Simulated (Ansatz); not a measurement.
The system is AlNi3.

```
CELL_PARAMETERS angstrom
0.00000 2.80189 2.80189
2.80189 0.00000 2.80189
2.80189 2.80189 0.00000
ATOMIC_POSITIONS crystal
Ni 0.75000 0.75000 0.75000
Ni 0.00000 0.00000 0.00000
Ni 0.25000 0.25000 0.25000
Al 0.50000 0.50000 0.50000
```

The cell comes from a database or a generator and needn't be the stable form of this composition.

```yaml
Program: Ansatz 0.2.0
Task: single point
Functional: PBE
Potentials_or_basis: Ansatz PAW
Cutoff: "420 eV (not typed: the program's choice for these potentials)"
k_mesh: 8 × 8 × 8
Occupations: fermi-dirac, width 0.05 eV
Spin: collinear spin, ferromagnetic start
Starting_moments: "[1.0, 1.0, 1.0, 0.0] μB"
```

On this cell: pressure 7.1 GPa; largest force zero by symmetry; net moment 0.00 μB per cell; band gap on the k mesh none (metal or under the smearing width).

The same run follows on a disturbed copy (atoms moved at random, drawn with an rms of 0.05 Å):

```
Ni Al
1.0
     0.00000    2.80189    2.80189
     2.80189    0.00000    2.80189
     2.80189    2.80189    0.00000
Ni Al
3 1
Direct
  0.74919 0.74895 0.75410
  0.00418 0.98856 0.00191
  0.23874 0.26474 0.25634
  0.50429 0.48318 0.50654
```

Problem. What does the disturbed cell give?

Solution. The energy (extrapolated to zero smearing) moves by +12.5 meV/atom; pressure 7.7 GPa; largest force 0.822 eV/Å; net moment 0.00 μB per cell; band gap on the k mesh none (metal or under the smearing width).

Forces in eV/Å, atoms in the order of the input:
```
Ni  -0.276  0.112 -0.178
Ni   0.501 -0.174  0.203
Ni  -0.703  0.301 -0.300
Al   0.478 -0.240  0.275
```

Stress tensor (GPa, compression positive):
```
 7.50 -0.42  0.49
-0.42  7.83 -0.43
 0.49 -0.43  7.80
```

Caveats: the starting moments weren't kept.
